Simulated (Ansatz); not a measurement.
This run works on a generated trial structure, not on a known crystal.

Input and command of a plane-wave DFT calculation in Ansatz:

```yaml
crystal:
  lattice:
    - [-1.7063897246, -3.0399796822, 0.0182368545]
    - [1.6964558255, 0.995238604, 3.8820848289]
    - [-5.3053296912, 3.147459507, 0.0541757737]
  atoms:
    - { symbol: Pb, position: [0.7614144702, 0.4921712407, 0.2567373489] }
    - { symbol: Pb, position: [0.2335968438, 0.5024217277, 0.7474798582] }
    - { symbol: O, position: [0.1375071115, 0.2716785213, 0.3957453902] }
    - { symbol: O, position: [0.6171109246, 0.2432544705, 0.8637658014] }
    - { symbol: O, position: [0.3843719874, 0.754795728, 0.1231739932] }
    - { symbol: O, position: [0.8659986625, 0.7356783117, 0.6130976081] }
basis:
  ecutwfc: 420
kpoints:
  mp_grid: { grid: [6, 6, 4] }
hamiltonian:
  xc: pbe
  dispersion: d3bj
scf:
  occupations: { method: gaussian, width: 0.2 }
  lower_state_search: "off"
output:
  forces: true
  stress: true
  eigenvalues: true
relax:
  adjacent_minimum: "off"
  f_tol: 0.025
  max_steps: 60
  cell: { stress_tol: 0.25 }
```

```bash
ansatz run input.yaml --threads 1 --pin off --max-ram 3072MiB --backend cpu --events-out ev --progress --plain --runs-dir out
```

Processor: Arm Neoverse V2, 1 thread, on a host shared with other jobs.

Q: How long does it run, and how much memory does it take?

A: About 2.4 min, peak memory 0.42 GiB. It solves 32 bands at 76 k points (after reduction by symmetry) with about 1591 plane waves (on the last cell), in 53 SCF iterations over 7 ionic steps.
